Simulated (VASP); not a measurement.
Input of a VASP 6.6.1 run:

Contents of INCAR:

```
SYSTEM = GaSb
PREC = Accurate
ENCUT = 500
EDIFF = 1E-6
ISMEAR = 0
SIGMA = 0.01
LREAL = .FALSE.
LASPH = .TRUE.
NELM = 120
ALGO = Normal
ISIF = 2
LWAVE = .FALSE.
LCHARG = .TRUE.
GGA = LIBXC
LIBXC1 = GGA_X_PBE_SOL
LIBXC2 = LDA_C_PW
LELF = .TRUE.
LVHAR = .TRUE.
NBANDS = 16
GGA_COMPAT = .FALSE.
```

File KPOINTS:

```
Automatic mesh
0
G
  5 5 5
  0 0 0
```

File POSCAR:

```
GaSb
1.0
    0.0000000000      3.1502756653      3.1502756653
    3.1502756653      0.0000000000      3.1502756653
    3.1502756653      3.1502756653      0.0000000000
Ga Sb
1 1
Direct
    0.0000000000      0.0000000000      0.0000000000
    0.2500000000      0.2500000000      0.2500000000
```

Potentials or basis: VASP PAW PBE potentials, release 64 (Ga_d, Sb).

The run is started by

```sh
$ cat potpaw_PBE.64/Ga_d/POTCAR potpaw_PBE.64/Sb/POTCAR > POTCAR
$ mpirun -np 1 vasp_std > vasp.out
```

(1) Predict the band gap on the k mesh.

(2) Predict the pressure.

Results:

(1) zero (filled and empty bands touch).

(2) 0.0 GPa.

Caveat: semilocal functionals underestimate gaps, and a narrow one can read as zero; the PAW data sets were made with another functional, which shifts forces and pressure a little; spin-orbit coupling is left out, which moves the levels of the heavy elements.

**Experimental background.**

A printed reference work, data compilation reports, for a bulk crystal of GaSb at 4.2 K: band gap 0.811 eV (direct).

A measured gap of GaSb is 0.811 eV (direct; 4.2 K; a printed reference work, data compilation); the calculated 0.00 eV misses it by -0.81 eV. Spin-orbit coupling on Ga, Sb is left out. The value is that of pbesol exchange, lda correlation on a finite k mesh, which can miss the band edges, without temperature or zero-point motion.
